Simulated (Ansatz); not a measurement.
Runs of Ansatz 0.2.0 on V. Symmetry: Im-3m, No. 229, cubic system. Conventional cell: a = 3.029 Å, b = 3.029 Å, c = 3.029 Å, α = 90.00°, β = 90.00°, γ = 90.00°. V (site symmetry m-3m) has 8 V at 2.62 Å as nearest neighbours. 

```csv
task,level,k mesh,cutoff (eV),q mesh,points for each segment of the path,atoms under strain,gap on the mesh (eV),moment (μB),V0 of scaled cells (Å³/atom),B0 (GPa)
phonons,PBEsol,10 × 10 × 10,420,2 × 2 × 2,8,-,none,0.00,-,-
equation of state,r2SCAN,12 × 12 × 12,500,-,-,-,-,-,(a),184
elastic constants,PBEsol,10 × 10 × 10,420,-,-,clamped,none,0.00,-,-
equation of state,PBE,12 × 12 × 12,420,-,-,-,-,-,13.46,180
```

Alike in all rows: potentials or basis Ansatz PAW; spin collinear, ferromagnetic start; cell as given; smearing fermi-dirac 0.05 eV.

Problem. Estimate the missing entries.

Solution. (a) 13.36.

Caveats: the PAW data sets come from PBE, with cores solved anew for the run's functional, which leaves a small shift of forces and pressure (some runs); the magnetic or orbital state may not be the lowest (some runs); the PAW data sets were made with another functional, which shifts forces and pressure a little (some runs); the cell is more than 3 GPa from zero pressure, which shifts response properties (some runs); elastic constants of metals need much finer meshes, so these are rough (some runs).

A gap of «none» marks a metal or a gap under the smearing width.
